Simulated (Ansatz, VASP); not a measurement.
**Two plane-wave programs on AlNi**

INCAR

```
SYSTEM = AlNi
  ALGO = Normal
  EDIFF = 1E-6
  ENCUT = 520
  GGA = PE
  ISIF = 2
  ISMEAR = 0
  LASPH = .TRUE.
  LCHARG = .FALSE.
  LREAL = .FALSE.
  LWAVE = .FALSE.
  NBANDS = 14
  NELM = 100
  PREC = Accurate
  SIGMA = 0.15
```

The input KPOINTS:

```
k-points
0
G
  16 16 16
  0 0 0
```

POSCAR

```
AlNi
1.0
    2.8810000000      0.0000000000      0.0000000000
    0.0000000000      2.8810000000      0.0000000000
    0.0000000000      0.0000000000      2.8810000000
Al Ni
1 1
Direct
   -0.0450898336     -0.0450898336     -0.0450898336
    0.5000000000      0.5000000000      0.5000000000
```

Input for Ansatz:

```yaml
crystal:
  lattice:
    - [2.881, 0.0, 0.0]
    - [0.0, 2.881, 0.0]
    - [0.0, 0.0, 2.881]
  atoms:
    - { symbol: Al, position: [-0.0450898336, -0.0450898336, -0.0450898336] }
    - { symbol: Ni, position: [0.5, 0.5, 0.5] }
basis:
  ecutwfc: 420
kpoints:
  mp_grid: { grid: [16, 16, 16] }
hamiltonian:
  xc: pbe
scf:
  occupations: { method: gaussian, width: 0.15 }
output:
  forces: true
  stress: true
  eigenvalues: true
```

Change from the starting cell: all Al atoms moved +0.225 Å, as atom 1 towards its neighbour atom 2 (Ni) at 2.495 Å.

Alike in both runs: task single point; functional PBE; k mesh 16 × 16 × 16; occupations gaussian, width 0.15 eV; no spin polarisation.

|  | VASP | Ansatz |
| --- | --- | --- |
| version | VASP 6.6.1 | Ansatz 0.2.0 |
| potentials or method | VASP PAW PBE potentials, release 64 (Al, Ni) | scalar-relativistic, plane waves, PAW |
| plane-wave cutoff (eV) | 520 | 420 |
| valence electrons in the cell | 13 | 21 |

|  | VASP | Ansatz | Ansatz less VASP |
| --- | --- | --- | --- |
| gap on the k mesh at the Fermi level (eV) | none | none | - |
| pressure (GPa) | 5.5 | 5.5 | -0.03 |
| largest component of the traceless stress (GPa) | 2.57 | 2.55 | -0.013 |
| rms of the force components (eV/Å) | 0.868 | 0.865 | -0.0034 |

Atom by atom the forces differ by 0.003 eV/Å (rms over components). A gap of «none» marks a metal or a gap that the smearing closes. With one functional, cell and mesh, what is left measures potentials, basis and numerics. The two sets of potentials don't hold the same shells in valence.

Caveats: forces of over 1 eV/Å show positions far from the minimum, so gaps and moduli don't describe the material at rest. Spin polarisation is off, so any magnetic state and its effect on volume and gap are missing.
